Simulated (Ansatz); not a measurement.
NaI, DFT, LDA, PAW with Ansatz's default frozen-core files, scalar-relativistic (Ansatz 0.2.0), run on 1 thread of Arm Neoverse V2 on a shared host.

The cell is COD entry 9008681, as deposited and not checked against the literature; nothing was relaxed. The listed cell was then made from it by scaling, straining or moving an atom.

Command: `ansatz run input.yaml --threads 1 --pin off --max-ram 3072MiB --backend cpu --events-out ev --progress --plain --runs-dir out`

```yaml
crystal:
  lattice:
    - [0.0, 3.2364, 3.301128]
    - [3.2364, 0.0, 3.301128]
    - [3.2364, 3.2364, 0.0]
  atoms:
    - { symbol: Na, position: [0.0, 0.0, 0.0] }
    - { symbol: I, position: [0.5, 0.5, 0.5] }
kpoints:
  mp_grid: { grid: [8, 8, 8] }
scf:
  occupations: { method: fermi_dirac, width: 0.02 }
hamiltonian:
  xc: lda
  pseudopotentials: { kind: paw }
output:
  forces: true
  stress: true
  eigenvalues: true
  efg: { contact_densities: true }
  write_density: true
  write_potential: true
  elf: true
  volumetric_format: npy
```

(1) How large is the problem that the program sets up?

(2) Estimate the wall time and the peak memory.

(3) And the same cell and mesh by crystal-made all-electron datasets, asked for forces, stress, eigenvalues, efg, on the same hardware?

Answers

(1) 59 irreducible k-points, 1379 plane waves at Γ, 17 bands.

(2) 5.2 s of wall time for 6 SCF iterations, with a peak of 0.39 GiB. Times on shared machines scatter by tens of per cent.

(3) 9 s, peak memory 0.47 GiB.
